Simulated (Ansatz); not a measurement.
MgSe: levels with and without spin–orbit coupling

```yaml
crystal:
  lattice:
    - [0.00000, 2.72550, 2.72550]
    - [2.72550, 0.00000, 2.72550]
    - [2.72550, 2.72550, 0.00000]
  atoms:
    - { symbol: Mg, position: [0.00000, 0.00000, 0.00000] }
    - { symbol: Se, position: [0.50000, 0.50000, 0.50000] }
```

Atoms are numbered in the order listed.

The cell is COD entry 9008673, as deposited and not checked against the literature; nothing was relaxed. It is an old determination, and later ones may differ.

All numbers are computed: DFT, PBE, all-electron LAPW, scalar-relativistic (Ansatz 0.2.0); DFT, PBE, all-electron LAPW, Dirac equation with spin-orbit coupling (Ansatz 0.2.0).

Sampling and basis: a Γ-centred 8×8×8 k mesh, Fermi–Dirac smearing of 0.02 eV, basis error target 1 meV/atom, no spin polarisation.

Levels between -4 and 3 eV, each run counted from its own valence-band top. Scalar levels are listed once for both spins; with the coupling every spinor state is counted. Levels near the edges of the range can cross them.

Task: At Γ (0.000, 0.000, 0.000) the scalar-relativistic levels are 0.00 (×3), 2.60. What are they with spin–orbit coupling?

Result: -0.42 (×2), 0.00 (×4), 2.47 (×2).

Task: At K (0.375, 0.375, 0.750) the scalar-relativistic levels are -3.77, -3.33, -1.43. What are they with spin–orbit coupling?

Result: -3.92 (×2), -3.46 (×2), -1.57 (×2), 2.92 (×2).

Task: At X (0.500, 0.000, 0.500) the scalar-relativistic levels are -1.78 (×2), 1.82. What are they with spin–orbit coupling?

Result: -2.02 (×2), -1.82 (×2), 1.68 (×2).

Task: Without the coupling the gap is 1.82 eV, indirect from Γ to X (0.5, 0, 0.5). And with it?

Result: 1.68 eV, indirect from Γ to X (0.5, 0, 0.5).
